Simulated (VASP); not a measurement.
Write the native input for VASP 6.6.1 that does the following.

```yaml
Task: single point
Functional: PBEsol
Potentials_or_basis: VASP PAW PBE potentials, release 64 (Ca_sv)
Cutoff: 450 eV
k_mesh: 13 × 13 × 13
Occupations: methfessel-paxton, width 0.1 eV
Spin: no spin polarisation
Further_INCAR_settings: ALGO = Fast; EDIFF = 1e-06
```

The structure of Ca lies in POSCAR:

```
Ca                                      
1.0
   -0.0000000000      2.7643065914      2.7643065914
    2.7643065914     -0.0000000000      2.7643065914
    2.7643065914      2.7643065914      0.0000000000
  Ca            
     1
Direct
     0.0000000000000000    0.0000000000000000    0.0000000000000000
```

These files were run (other wordings do the same):

INCAR

```
PREC = Accurate
ENCUT = 450
EDIFF = 1E-6
ISMEAR = 1
SIGMA = 0.1
LREAL = False
LASPH = True
NELM = 120
ALGO = Fast
ISIF = 2
LWAVE = False
LCHARG = False
GGA = PS
KPAR = 4
```

KPOINTS

```
Automatic mesh
0
Gamma
  13 13 13
```

Potentials or basis: VASP PAW PBE potentials, release 64 (Ca_sv).

The run is started by

```bash
$ cat potpaw_PBE.64/Ca_sv/POTCAR > POTCAR
$ mpirun -np 4 vasp_std > vasp.out
```

Results of the run:

```yaml
Pressure: -0.7 GPa
Band_gap_on_the_k_mesh: none (metal or under the smearing width)
```

Caveat: the PAW data sets were made with another functional, which shifts forces and pressure a little.

Run time: 9.5 s on 4 MPI ranks on Intel(R) Xeon(R) Platinum 8375C CPU @ 2.90GHz (Ice Lake), with other jobs on the host, peak memory 0.15 GiB a rank.
